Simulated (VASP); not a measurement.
HfO2:

```xyz
6
Lattice="3.5509 0.0000 0.0000 0.0000 3.5509 0.0000 0.0000 0.0000 5.1294" Properties=species:S:1:pos:R:3 pbc="T T T"
Hf    1.7755    1.7755    2.5647
Hf    0.0000    0.0000    0.0000
O     0.0000    1.7755    3.6031
O     1.7755    3.5509    4.0909
O     1.7755    0.0000    1.5262
O     0.0000    1.7755    1.0384
```

Measurements of this composition are mostly on another form, of space group No. 14.

Base run:

```yaml
Program: VASP 6.6.1
Functional: TB-mBJ
Potentials_or_basis: VASP PAW PBE potentials, release 64 (Hf_pv, O)
Cutoff: 520 eV
k_mesh: 6 × 6 × 6
Occupations: gaussian, width 0.02 eV
Spin: no spin polarisation
```

Its results: band gap on the k mesh 6.41 eV, indirect (least direct gap 6.47 eV).

Q: The run is repeated on the same cell with these changes: functional from TB-mBJ to r2SCAN. What comes out?

A: Band gap on the k mesh 5.24 eV, indirect (least direct gap 5.34 eV).

Caveats: spin-orbit coupling is left out, which moves the levels of the heavy elements.
